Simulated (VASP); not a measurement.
KBr:

```
CELL_PARAMETERS angstrom
4.04350 0.00000 0.00000
0.00000 4.04350 0.00000
0.00000 0.00000 4.04350
ATOMIC_POSITIONS crystal
Br 0.50000 0.50000 0.50000
K 0.00000 0.00000 0.00000
```

Measurements of this composition are mostly on another form, of space group No. 225.

Program: VASP 6.6.1. Alike in all runs: no spin polarisation; cell as given. Hardware: 1 thread of AMD EPYC 7R43 64-Core Processor (Zen 3) (shared host).

Order these runs on this cell by their wall time, lowest first.
A. task band structure; level r2SCAN-EpsX; potentials or basis VASP PAW PBE potentials, release 64 (Br, K_sv); k mesh 4 × 4 × 4; cutoff (eV) 600; smearing gaussian 0.05 eV; grid for exact exchange (PRECFOCK) Fast; exchange at q = 0 default; share of exact exchange 0.355; other keys ENCUT = 600; NELMIN = 4
B. task optical spectrum; level TPSS+D2; potentials or basis VASP PAW PBE potentials, release 64 (Br, K_sv); k mesh 7 × 7 × 7; cutoff (eV) 520; smearing tetrahedron, uncorrected 0.1 eV; other keys ISMEAR = -4; SIGMA = 0.1; NBANDS = 9
C. task single point; level LDA; potentials or basis VASP PAW LDA potentials, release 64 (Br_GW, K_sv_GW); k mesh 7 × 7 × 7; cutoff (eV) 550; smearing gaussian 0.05 eV

C (25 s), B (100 s), A (1900 s).

Caveats: spectra need much finer meshes, so this one isn't converged (some runs); independent-particle spectra lack excitons (some runs); an unscreened hybrid on a path of extra k points without a Coulomb cutoff has errors near the mesh points, so the bands along the path aren't reliable (some runs).
